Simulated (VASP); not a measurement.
# LiCl (P1) in VASP: a series of runs, part 3 of 3

VASP 6.6.1.

## 6. Single point, PBEsol

INCAR

```
SYSTEM = LiCl
ALGO = Normal
EDIFF = 1E-6
ENCUT = 520
GGA = PS
ISIF = 2
ISMEAR = 1
LASPH = .True.
LCHARG = .False.
LREAL = .False.
LWAVE = .False.
NBANDS = 12
NELM = 100
PREC = Accurate
SIGMA = 0.05
```

KPOINTS

```
k-points
0
Gamma
  7 7 7
  0 0 0
```

POSCAR

```
LiCl
1.0
    0.0000000000      2.5647700000      2.5647700000
    2.5647700000      0.0000000000      2.5647700000
    2.5647700000      2.5647700000      0.0000000000
Cl Li
1 1
Direct
    0.4943580000      0.5200880000      0.4815940000
    0.0073810000     -0.0227180000      0.0035870000
```

Potentials or basis: VASP PAW PBE potentials, release 64 (Cl, Li_sv).

Started as:

```console
$ cat potpaw_PBE.64/Cl/POTCAR potpaw_PBE.64/Li_sv/POTCAR > POTCAR
$ mpirun -np 1 vasp_std > vasp.out
```

OUTCAR:

```text
SYSTEM = LiCl
   EDIFF = 1E-6
   ENCUT = 520
   GGA = PS
   ISIF = 2
   ISMEAR = 1
   LASPH = .True.
   LREAL = .False.
   NELM = 100
   PREC = Accurate

 ion  position               nearest neighbor table
   1  0.494  0.520  0.482-   2 2.48   2 2.49   2 2.51   2 2.62
   2  0.007  0.977  0.004-   1 2.48   1 2.49   1 2.51   1 2.62

  LATTYP: Found a face centered cubic cell.
 ALAT       =     5.1295400000

  Lattice vectors:

 A1 = (   0.0000000000,   2.5647700000,   2.5647700000)
 A2 = (   2.5647700000,   0.0000000000,   2.5647700000)
 A3 = (   2.5647700000,   2.5647700000,   0.0000000000)

Analysis of symmetry for initial positions (statically):
=====================================================================
 Subroutine PRICEL returns:
 Original cell was already a primitive cell.

 Routine SETGRP: Setting up the symmetry group for a
 face centered cubic supercell.

 Subroutine GETGRP returns: Found  1 space group operations
 (whereof  1 operations were pure point group operations)
 out of a pool of 48 trial point group operations.

The static configuration has the point symmetry C_1 .

Analysis of symmetry for dynamics (positions and initial velocities):
=====================================================================
 Subroutine PRICEL returns:
 Original cell was already a primitive cell.

 Routine SETGRP: Setting up the symmetry group for a
 face centered cubic supercell.

 Subroutine GETGRP returns: Found  1 space group operations
 (whereof  1 operations were pure point group operations)
 out of a pool of 48 trial point group operations.

The dynamic configuration has the point symmetry C_1 .

 Subroutine INISYM returns: Found  1 space group operations
 (whereof  1 operations are pure point group operations),
 and found     1 'primitive' translations

----------------------------------------------------------------------------------------

                                     Primitive cell

  volume of cell :      33.7423

  direct lattice vectors                    reciprocal lattice vectors
     0.000000000  2.564770000  2.564770000    -0.194949255  0.194949255  0.194949255
     2.564770000  0.000000000  2.564770000     0.194949255 -0.194949255  0.194949255
     2.564770000  2.564770000  0.000000000     0.194949255  0.194949255 -0.194949255

  length of vectors
     3.627132518  3.627132518  3.627132518     0.337662014  0.337662014  0.337662014

  position of ions in fractional coordinates (direct lattice)
     0.494358000  0.520088000  0.481594000
     0.007381000  0.977282000  0.003587000

  ion indices of the primitive-cell ions
   primitive index   ion index
                 1           1
                 2           2

----------------------------------------------------------------------------------------

 KPOINTS: k-points

Automatic generation of k-mesh.
 Grid dimensions read from file:
 generate k-points for:    7    7    7

 Generating k-lattice:

  Cartesian coordinates                     Fractional coordinates (reciprocal lattice)
    -0.027849894  0.027849894  0.027849894     0.142857143  0.000000000  0.000000000
     0.027849894 -0.027849894  0.027849894     0.000000000  0.142857143  0.000000000
     0.027849894  0.027849894 -0.027849894     0.000000000  0.000000000  0.142857143
[... 40 lines left out ...]
   number of dos      NEDOS =    301   number of ions     NIONS =      2
   total plane-waves  NPLWV =  21952
   dimension x,y,z NGX =    28 NGY =   28 NGZ =   28
   dimension x,y,z NGXF=    56 NGYF=   56 NGZF=   56
   ions per type =               1   1
   NGX,Y,Z   is equivalent  to a cutoff of  12.83, 12.83, 12.83 a.u.
   NGXF,Y,Z  is equivalent  to a cutoff of  25.67, 25.67, 25.67 a.u.
 SYSTEM =  LiCl
   PREC   = accura    normal or accurate (medium, high low for compatibility)
   ISTART =      0    job   : 0-new  1-cont  2-samecut
   ICHARG =      2    charge: 1-file 2-atom 10-const
   ISPIN  =      1    spin polarized calculation?
   LNONCOLLINEAR =      F non collinear calculations
   LSORBIT =      F    spin-orbit coupling
   LASPH  =      T    aspherical Exc in radial PAW
   ENCUT  =  520.0 eV  38.22 Ry    6.18 a.u.   6.74  6.74  6.74*2*pi/ulx,y,z
   NELM   =    100;   NELMIN=  2; NELMDL= -5     # of ELM steps
   EDIFF  = 0.1E-05   stopping-criterion for ELM
   LREAL  =      F    real-space projection
   EDIFFG = 0.1E-04   stopping-criterion for IOM
   NSW    =      0    number of steps for IOM
   IBRION =     -1    ionic relax: 0-MD 1-quasi-New 2-CG
   NFREE  =      0    steps in history (QN), initial steepest desc. (CG)
   ISIF   =      2    stress and relaxation
   ISYM   =      2    0-nonsym 1-usesym 2-fastsym
   POTIM  = 0.5000    time-step for ionic-motion
   TEBEG  =    0.0;   TEEND  =   0.0 temperature during run
   PSTRESS=    0.0 pullay stress
   NELECT =      10.0000    total number of electrons
   NUPDOWN=      -1.0000    fix difference up-down
   EMIN   =  10.00;   EMAX   =-10.00  energy-range for DOS
   EFERMI =   0.00;   METHOD = LEGACY
   ISMEAR =     1;   SIGMA  =   0.05  broadening in eV -4-tet -1-fermi 0-gaus
   EFERMI_NEDOS =   21; number of points for ismear=-14 and -15
   IALGO  =     38    algorithm
   IMIX   =      4    mixing-type and parameters
     AMIX     =   0.40;   BMIX     =  1.00
     AMIX_MAG =   1.60;   BMIX_MAG =  1.00
  volume/ion in A,a.u.               =      16.87       113.85
  Fermi-wavevector in a.u.,A,eV,Ry     =   1.091482  2.062601 16.209056  1.191332
  Thomas-Fermi vector in A             =   2.227728
   LORBIT       =      0    0 simple, 1 ext, 2 COOP (PROOUT), +10 PAW based schemes
   GGA     = PS    functional components
   LHFCALC =     F    Hartree Fock is set to
   AEXX    =    0.0000 exact exchange contribution
   IVDW    =     0    specifies the selected vdW correction
   LEPSILON=     F    determine dielectric tensor
   LRPA    =     F    only Hartree local field effects (RPA)
 non-spin polarized calculation
 Methfessel and Paxton  Order N= 1 SIGMA  =   0.05
  energy-cutoff  :      520.00
  volume of cell :       33.74
 maximum number of plane-waves:       914
   NGX = 13   NGY = 13   NGZ = 13

 number of electron      10.0000000 magnetization

 number of electron       9.9999999 magnetization

 Free energy of the ion-electron system (eV)
  ---------------------------------------------------
  ext. energy  EPLUGINS =         0.00000000
  ---------------------------------------------------
  free energy    TOTEN  =        -7.62822640 eV

  energy without entropy =       -7.62855107  energy(sigma->0) =       -7.62833462

 E-fermi :   0.5478     XC(G=0):  -8.9064

 val. band max:        0.5408099105   @ k =   0.0000   0.0000   0.0000
 cond. band min:       6.6639398017   @ k =   0.0000   0.0000   0.0000
 fundamental gap:      6.1231298911
 Fermi energy:         0.5478297985

 k-point     1 :       0.0000    0.0000    0.0000
  band No.  band energies     occupation
      1     -42.2696      2.00000
      2     -12.8623      2.00000
      3       0.5185      1.82732
      4       0.5262      1.66254
      5       0.5408      1.23505
      6       6.6639      0.00000
      7      12.2522      0.00000
      8      12.2977      0.00000
      9      12.3283      0.00000
     10      14.6714      0.00000
     11      14.7826      0.00000
     12      15.1120      0.00000
[... 331 lines left out ...]
 k-point    24 :       0.2857    0.2857    0.1429
  band No.  band energies     occupation
      1     -42.2679      2.00000
      2     -12.5327      2.00000
      3      -1.0553      2.00000
      4       0.1052      2.00000
      5       0.1379      2.00000
      6       8.2939      0.00000
      7      10.3763      0.00000
      8      10.6129      0.00000
      9      12.0085      0.00000
     10      13.4227      0.00000
     11      15.7840      0.00000
     12      17.0199      0.00000

 [... further k-points ...]

------------------------ aborting loop because EDIFF is reached ----------------------------------------

  FORCE on cell =-STRESS in cart. coord.  units (eV):
  Direction    XX          YY          ZZ          XY          YZ          ZX
  --------------------------------------------------------------------------------------
  -------------------------------------------------------------------------------------
  Total       -0.2586571     -0.2139181     -0.2331680      0.0049339      0.0064823     -0.0042693
  in kB      -12.2817352    -10.1574090    -11.0714437      0.2342755      0.3077949     -0.2027162
  external PRESSURE =     -11.1701959 kB  Pullay stress =       0.0000000 kB

 VOLUME and BASIS-vectors are now :
 -----------------------------------------------------------------------------
  energy-cutoff  :      520.00
  volume of cell :       33.74
      direct lattice vectors                 reciprocal lattice vectors
     0.000000000  2.564770000  2.564770000    -0.194949255  0.194949255  0.194949255
     2.564770000  0.000000000  2.564770000     0.194949255 -0.194949255  0.194949255
     2.564770000  2.564770000  0.000000000     0.194949255  0.194949255 -0.194949255

 POSITION                                       TOTAL-FORCE (eV/Angst)
 -----------------------------------------------------------------------------------
      2.56908      2.50309      2.60182        -0.036671      0.066182     -0.054554
      2.51570      0.02813      2.52543         0.036671     -0.066182      0.054554
 -----------------------------------------------------------------------------------
    total drift:                               -0.000014     -0.000161      0.000052

  FREE ENERGIE OF THE ION-ELECTRON SYSTEM (eV)
  ---------------------------------------------------
  free  energy   TOTEN  =        -7.6282263960 eV

  energy  without entropy=       -7.6285510660  energy(sigma->0) =       -7.62833462
```

OSZICAR:

```text
N       E                     dE             d eps       ncg     rms          rms(c)
DAV:   1     0.411416433446E+02    0.41142E+02   -0.40982E+03  4128   0.767E+02
DAV:   2    -0.512502238063E+01   -0.46267E+02   -0.43960E+02  5196   0.143E+02
DAV:   3    -0.761873563709E+01   -0.24937E+01   -0.24857E+01  5568   0.346E+01
DAV:   4    -0.768437415925E+01   -0.65639E-01   -0.65619E-01  5724   0.560E+00
DAV:   5    -0.768514231921E+01   -0.76816E-03   -0.76815E-03  5620   0.560E-01    0.229E+00
DAV:   6    -0.762737272338E+01    0.57770E-01   -0.11508E-01  5108   0.156E+00    0.154E+00
DAV:   7    -0.762621214183E+01    0.11606E-02   -0.36173E-02  6512   0.101E+00    0.759E-01
DAV:   8    -0.762820438562E+01   -0.19922E-02   -0.37873E-03  4960   0.434E-01    0.114E-01
DAV:   9    -0.762819276490E+01    0.11621E-04   -0.17221E-04  5356   0.916E-02    0.393E-02
DAV:  10    -0.762822759442E+01   -0.34830E-04   -0.50288E-05  4996   0.504E-02    0.263E-02
DAV:  11    -0.762822639401E+01    0.12004E-05   -0.81863E-06  5440   0.178E-02    0.636E-03
DAV:  12    -0.762822639604E+01   -0.20303E-08   -0.28085E-07  2852   0.430E-03
   1 F= -.76282264E+01 E0= -.76283346E+01  d E =0.324670E-03
```

stdout:

```text
POSCAR found type information on POSCAR ClLi
 POSCAR found :  2 types and       2 ions
 scaLAPACK will be used
 -----------------------------------------------------------------------------
|                                                                             |
|                                                                             |
|     You enforced a specific xc type in the INCAR file but a different       |
|     I HOPE YOU KNOW WHAT YOU ARE DOING!                                     |
|                                                                             |
 -----------------------------------------------------------------------------

 LDA part: xc-table for (Slater+PW92), standard interpolation
 POSCAR, INCAR and KPOINTS ok, starting setup
 FFT: planning ... GRIDC
 FFT: planning ... GRID_SOFT
 FFT: planning ... GRID
 WAVECAR not read
 entering main loop
```

It took 33 s on 1 thread of AMD EPYC 9R45 (Zen 5), shared host; peak memory 0.16 GiB.

What came out:

```yaml
Free_energy: -7.6282 eV
Largest_force: 0.093 eV/Å
Band_gap_on_the_k_mesh: 6.12 eV, direct
```

Forces in eV/Å, atoms in the order of the input:
```
Cl  -0.037  0.066 -0.055
Li   0.037 -0.066  0.055
```

Levels at points of the mesh, in eV from the valence-band top:
| k point | band 2 | band 3 | band 4 | band 5 | band 6 | band 7 | band 8 | band 9 |
| --- | --- | --- | --- | --- | --- | --- | --- | --- |
| (0.00, 0.00, 0.00) | -13.40 | -0.02 | -0.01 | 0.00 | 6.12 | 11.71 | 11.76 | 11.79 |

Caveat: the cutoff is under 1.25 times the usual one of these potentials, so pressure, stress and relaxed cells hold a basis-set (Pulay) error; the PAW data sets were made with another functional, which shifts forces and pressure a little.

## 7. Summary

```tsv
task	cell	k mesh	smearing	gap on the mesh (eV)	largest force (eV/Å)
single point	cell strained at random at fixed volume	6 × 6 × 6	gaussian 0.01 eV	6.05	0.45
molecular dynamics	cell strained at random at fixed volume	6 × 6 × 6	gaussian 0.01 eV	-	-
single point	as given	7 × 7 × 7	methfessel-paxton 0.05 eV	6.12	0.09
```

Some of these runs hold the atoms at other places in the same cell, which the table doesn't show; runs alike in all that it shows share one row.

Alike in all rows: level PBEsol; potentials or basis VASP PAW PBE potentials, release 64 (Cl, Li_sv); no spin polarisation; cutoff (eV) 520.

Caveats: the cutoff is under 1.25 times the usual one of these potentials, so pressure, stress and relaxed cells hold a basis-set (Pulay) error; the PAW data sets were made with another functional, which shifts forces and pressure a little.

Total energies depend on the potentials used, so only differences within one code and one set of settings carry meaning.
